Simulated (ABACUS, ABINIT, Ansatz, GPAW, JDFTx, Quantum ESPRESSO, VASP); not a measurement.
**One calculation of TiC, 8 ways**

```
CELL_PARAMETERS angstrom
0.00000 2.16572 2.16572
2.16572 0.00000 2.16572
2.16572 2.16572 0.00000
ATOMIC_POSITIONS crystal
Ti 0.00000 0.00000 0.00000
C 0.50000 0.50000 0.50000
```

The cell is a database's computed one, not the measured one.

Alike in all runs: task single point; functional PBE; k mesh 11 × 11 × 11; occupations fermi-dirac, width 0.05 eV; no spin polarisation; no spin-orbit coupling. Pressure is positive in compression and, in plane waves, holds the error of the finite cutoff, which Ansatz's Pulay term estimates and takes out.

```json
{"program and potentials": "JDFTx, PseudoDojo-SR-PBE-0.5-standard", "plane-wave cutoff (eV)": "1143", "notes": "-", "pressure (GPa)": "0.32"}
{"program and potentials": "ABINIT, JTH PAW PBE v2.0", "plane-wave cutoff (eV)": "517", "notes": "-", "pressure (GPa)": "0.70"}
{"program and potentials": "Ansatz, all-electron LAPW, scalar-relativistic", "plane-wave cutoff (eV)": "-", "notes": "-", "pressure (GPa)": "0.26"}
{"program and potentials": "Quantum ESPRESSO, SSSP 1.3 efficiency PBE", "plane-wave cutoff (eV)": "748", "notes": "-", "pressure (GPa)": "0.22"}
{"program and potentials": "Ansatz, Ansatz PAW (earlier soft set)", "plane-wave cutoff (eV)": "420", "notes": "Pulay term of +0.24 GPa included", "pressure (GPa)": "0.22"}
{"program and potentials": "VASP, PBE PAW files C, Ti_sv, 520 eV", "plane-wave cutoff (eV)": "520", "notes": "-", "pressure (GPa)": "0.51"}
{"program and potentials": "ABACUS, PseudoDojo NC SR 0.4.1 PBE standard, plane waves", "plane-wave cutoff (eV)": "1143", "notes": "-", "pressure (GPa)": "0.29"}
{"program and potentials": "GPAW, GPAW PAW data sets (gpaw-data 1.2.1)", "plane-wave cutoff (eV)": "800", "notes": "-", "pressure (GPa)": "0.94"}
```

The pressure spans 0.22 (Ansatz, Ansatz PAW (earlier soft set)) to 0.94 GPa (GPAW, GPAW PAW data sets (gpaw-data 1.2.1)), with all-electron results at 0.26.

Differences between rows come from potentials, basis sets and numerical settings, since the functional is the same but for its coding. Runs on potential files found faulty are left out.
